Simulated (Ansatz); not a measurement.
# NaF: relaxed-ion elastic tensor

The calculation used DFT PBE, scalar-relativistic, plane waves, PAW (Ansatz). Settings: 420 eV plane-wave cutoff, Γ-centred 8×8×8 mesh, fixed occupations. No spin polarisation.

Equilibrium structure at this level:
```yaml
crystal:
  lattice:
    - [0.00000, 2.35058, 2.35058]
    - [2.35058, 0.00000, 2.35058]
    - [2.35058, 2.35058, 0.00000]
  atoms:
    - { symbol: Na, position: [0.00000, 0.00000, 0.00000] }
    - { symbol: F, position: [0.50000, 0.50000, 0.50000] }
```

The cell has the rock salt type, in a space group that the Crystallography Open Database lists for this formula; it was reached from a generator's guess.

Task: Give the relaxed-ion elastic constants (GPa, Voigt order xx yy zz yz xz xy, on the Cartesian axes of the cell above).

Result:
C11 = 89.9, C12 = 22.1, C13 = 22.1, C22 = 89.9, C23 = 22.1, C33 = 89.9, C44 = 26.9, C55 = 26.9, C66 = 26.9 GPa; the others vanish.

Task: Is the crystal stable against homogeneous strain?

Result: Yes: the least eigenvalue of the tensor is 26.9 GPa.

Task: And the moduli of a polycrystal (Hill averages)?

Result: B = 45 GPa, G = 29 GPa, E = 73 GPa, ν = 0.23.
